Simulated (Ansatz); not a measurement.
**PtS2 in Ansatz: the effect of functional**

The system is PtS2.

```
Pt S
1.0
     3.47087    0.00000    0.00000
    -1.73543    3.00586    0.00000
     0.00000    0.00000    4.93594
Pt S
1 2
Direct
  0.00000 0.00000 0.00000
  0.66667 0.33333 0.77300
  0.33333 0.66667 0.22700
```

The cell isn't the ideal one: volume scaled by 0.94.

Alike in all runs:

```yaml
Program: Ansatz 0.2.0
Task: single point
Potentials_or_basis: Ansatz PAW
k_mesh: 9 × 9 × 5
Occupations: fermi-dirac, width 0.05 eV
Spin: no spin polarisation
```

```csv
functional,cutoff,gap on the mesh (eV),pressure (GPa),largest force (eV/Å)
PBEsol,420 eV (not typed: the program's choice for these potentials),?,?,?
r2SCAN,500 eV (not typed: the program's choice for these potentials),1.27,21.9,2.28
LDA,420 eV (not typed: the program's choice for these potentials),0.96,15.3,1.84
```

What does the run with functional PBEsol give?

gap on the mesh 1.01 eV; pressure 18.4 GPa; largest force 2.01 eV/Å.

Caveats: odd divisions of the mesh miss points on the zone boundary, where band edges often lie, so the gap on the mesh can be too wide; spin-orbit coupling is left out, which moves the levels of the heavy elements; the PAW data sets come from PBE, with cores solved anew for the run's functional, which leaves a small shift of forces and pressure; forces of over 1 eV/Å show positions far from the minimum, so gaps and moduli don't describe the material at rest.

A k mesh can miss the band edges.

Runs at the PBE level aren't shown here.
